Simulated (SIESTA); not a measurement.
CdS (Greenockite) under changes of volume

One of the cells (25.121 Å³/atom); the others are scaled copies at fixed shape and fractional positions:

```
Cd S
1.0
     4.15000    0.00000    0.00000
    -2.07500    3.59401    0.00000
     0.00000    0.00000    6.73700
Cd S
2 2
Direct
  0.66667 0.33333 0.50000
  0.33333 0.66667 0.00000
  0.66667 0.33333 0.87500
  0.33333 0.66667 0.37500
```

```yaml
Program: SIESTA 5.4.2
Functional: PBE
Potentials_or_basis: PseudoDojo 0.4 standard (PBE files)
Basis: TZDP (energy shift 0.002 Ry)
Grid_cutoff: 800 Ry
Energy_shift: 0.002 Ry
k_mesh: 7 × 7 × 4
Occupations: fermi-dirac, width 0.05 eV
Spin: no spin polarisation
```

```tsv
volume (Å³/atom)	energy over the lowest point (meV/atom)	pressure (GPa)	gap on the mesh (eV)	largest force (eV/Å)
23.614	?	?	?	?
24.116	36.83	5.9	1.53	0.079
24.618	20.94	4.3	1.48	0.075
25.121	9.88	2.8	1.42	0.068
25.623	2.99	1.6	1.36	0.064
26.126	0.00	0.4	1.30	0.062
26.628	0.48	-0.7	1.25	0.059
```

What does the run at 23.614 Å³/atom give?

Energy over the lowest point 57.98 meV/atom; pressure 7.6 GPa; gap on the mesh 1.59 eV; largest force 0.083 eV/Å.

Worked out: A Birch-Murnaghan fit of order 3 (a polynomial in V^(-2/3)) to the other rows has its minimum at 26.30 Å³/atom with B0 = V·E''(V) = 56 GPa and B' = 4.5 at fixed shape and positions, which overstates the stiffness. It gives 57.95 meV/atom at 23.614 Å³/atom, against the run's 57.98, and -dE/dV = 7.6 GPa, against 7.6. A straight line through the other rows of the gap, of slope -2.88 eV per unit of ln V (its deformation potential), extrapolates to 1.60 eV, against the run's 1.59.

Energies are extrapolated to zero smearing.

Caveats: semicore shells carry a single zeta, which can move pressures by several GPa and volumes by a few percent; an odd mesh through Γ misses points on the zone boundary, where band edges often lie; the basis of atomic orbitals isn't converged, which shifts pressures, moduli and gaps. Spin-orbit coupling on Cd is left out.
